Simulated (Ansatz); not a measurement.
# C₃H₄N₂: vertical ionisation energy

An exercise on one series of results from a longer session: the logs are not shown, and one member is left open.

Computed with Ansatz 0.2.0, Gaussian basis. Level: unrestricted cation, the program's frozen cores in correlated methods.

Levels to be run: UKS PBE-D4/def2-TZVPP; UKS r2SCAN-D4/def2-TZVPP; UKS PBE0-D4/def2-TZVPP; UKS B3LYP-D4/def2-TZVPP; UKS wB97X-V/def2-TZVPP; UKS wB97M-V/def2-TZVPP; UKS B2PLYP/def2-TZVPP; UHF-CCSD(T)/def2-TZVPP; UHF-MP2/def2-QZVPP; extrapolation to the limit; then −ε(HOMO) from the neutral's earlier runs with LDA (SPW92), PBE-D4, revPBE-D4, BLYP-D4, r2SCAN-D4, B97M-V, PBE0-D4, B3LYP-D4, r2SCANh-D4, r2SCAN0-D4, HSE06-D4, BHLYP-D4, CAM-B3LYP-D4, LC-ωPBE, ωB97X-V, ωB97M-V.

### Structure used throughout

An earlier PBE0-D4 in a triple-zeta def2 set relaxation fixed the geometry.

SMILES `c1c[nH]cn1`, 9 atoms, charge 0, spin multiplicity 1.

Atoms are counted from 1 here; the program's logs count them from 0.

Bond lengths: C1–C2 1.365 Å, C1–N5 1.368 Å, C1–H6 1.079 Å, C2–N3 1.369 Å, C2–H7 1.077 Å, N3–C4 1.355 Å, N3–H8 1.004 Å, C4–N5 1.307 Å, C4–H9 1.080 Å. Angles: C2–C1–N5 110.6°, C2–C1–H6 127.8°, N5–C1–H6 121.6°, C1–C2–N3 105.1°, C1–C2–H7 132.5°, N3–C2–H7 122.4°, C2–N3–C4 107.3°, C2–N3–H8 126.2°, C4–N3–H8 126.4°, N3–C4–N5 111.6°, N3–C4–H9 122.5°, N5–C4–H9 125.9°, C1–N5–C4 105.4°.

Set-up of the first run:

The input, in.yaml:

```yaml
crystal:
  periodic: [false, false, false]
  atoms:
    - {symbol: C, position_ang: [0.011154, 1.133851, -0.468291]}
    - {symbol: C, position_ang: [0.718196, -0.009644, -0.706077]}
    - {symbol: N, position_ang: [0.213233, -0.929388, 0.172734]}
    - {symbol: C, position_ang: [-0.758117, -0.312927, 0.889155]}
    - {symbol: N, position_ang: [-0.905326, 0.933722, 0.526863]}
    - {symbol: H, position_ang: [0.112582, 2.089107, -0.959434]}
    - {symbol: H, position_ang: [1.509172, -0.246319, -1.397785]}
    - {symbol: H, position_ang: [0.509225, -1.884514, 0.267670]}
    - {symbol: H, position_ang: [-1.321720, -0.820188, 1.657965]}
basis:
  gaussian: {orbitals: def2-TZVPP}
total_charge: 1
magnetization: {spin_polarized: true, initial_magnetization: 1}
hamiltonian: {xc: pbe, dispersion: d4}
```

On the command line:

```sh
> ansatz run in.yaml --threads 4 --pin off --events-out ev --progress --plain --max-ram 10444MiB
```

Among the steps run: Cation, UKS PBE-D4/def2-TZVPP; Cation, UKS r2SCAN-D4/def2-TZVPP; Cation, UKS PBE0-D4/def2-TZVPP; Cation, UKS B3LYP-D4/def2-TZVPP; Cation, UKS wB97X-V/def2-TZVPP; Cation, UKS wB97M-V/def2-TZVPP; Cation, UKS B2PLYP (frozen core)/def2-TZVPP; Cation, UHF-CCSD(T)/def2-TZVPP; Cation, UHF-MP2/def2-QZVPP.

One of the session's tables, all rows but one given; the rest of the session is left out.

It belongs to the step «Ionisation energies side by side». For comparison, −ε(HOMO) of the neutral from earlier runs:

| functional | −ε(HOMO) (eV) |
| --- | --- |
| LDA (SPW92) | 5.89 |
| PBE-D4 | 5.67 |
| revPBE-D4 | 5.59 |
| BLYP-D4 | 5.51 |
| r2SCAN-D4 | 5.82 |
| B97M-V | 5.78 |
| PBE0-D4 | 6.70 |
| B3LYP-D4 | 6.50 |
| r2SCANh-D4 | 6.22 |
| r2SCAN0-D4 | 6.81 |
| HSE06-D4 | ? |
| BHLYP-D4 | 7.55 |
| CAM-B3LYP-D4 | 7.99 |
| LC-ωPBE | 9.34 |
| ωB97X-V | 8.95 |
| ωB97M-V | 8.87 |

**Question.** Estimate the row for HSE06-D4.

**Answer.** −ε(HOMO) (eV): 6.30. In the column «−ε(HOMO) (eV)» it lies between r2SCANh-D4 (6.22) and B3LYP-D4 (6.50).
